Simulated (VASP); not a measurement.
Here is a VASP 6.6.1 calculation.

The input INCAR:

```
SYSTEM = FeO
PREC = Accurate
ENCUT = 520
EDIFF = 1E-6
ISMEAR = 0
SIGMA = 0.05
LREAL = .FALSE.
LASPH = .TRUE.
NELM = 150
ALGO = Fast
ISIF = 2
LWAVE = .FALSE.
LCHARG = .FALSE.
ISPIN = 2
MAGMOM = 0 0
LORBIT = 11
LMAXMIX = 4
LDAU = .TRUE.
LDAUTYPE = 2
LDAUL = 2 -1
LDAUU = 8 0
LDAUJ = 0 0
LDAUPRINT = 1
GGA = PE
```

The input KPOINTS:

```
Automatic mesh
0
G
  8 8 8
  0 0 0
```

POSCAR

```
FeO
1.0
    0.0000000000      2.1554001600      2.1554001600
    2.1554001600      0.0000000000      2.1554001600
    2.1554001600      2.1554001600      0.0000000000
Fe O
1 1
Direct
    0.0000000000      0.0000000000      0.0000000000
    0.5000000000      0.5000000000      0.5000000000
```

Potentials or basis: VASP PAW PBE potentials, release 64 (Fe, O).

Launch:

```sh
$ cat potpaw_PBE.64/Fe/POTCAR potpaw_PBE.64/O/POTCAR > POTCAR
$ mpirun -np 1 vasp_std > vasp.out
```

Problem. Estimate the band gap on the k mesh.

Solution. 4.10 eV, indirect (least direct gap 4.25 eV).

Problem. Estimate the pressure.

Solution. -13.0 GPa.

Eigenvalues of the final occupation matrices:
```
    site  spin  trace               eigenvalues
site 1 d     1   3.15  0.10 0.10 0.98 0.98 0.98
site 1 d     2   3.15  0.10 0.10 0.98 0.98 0.98
```

A k mesh can miss the band edges.
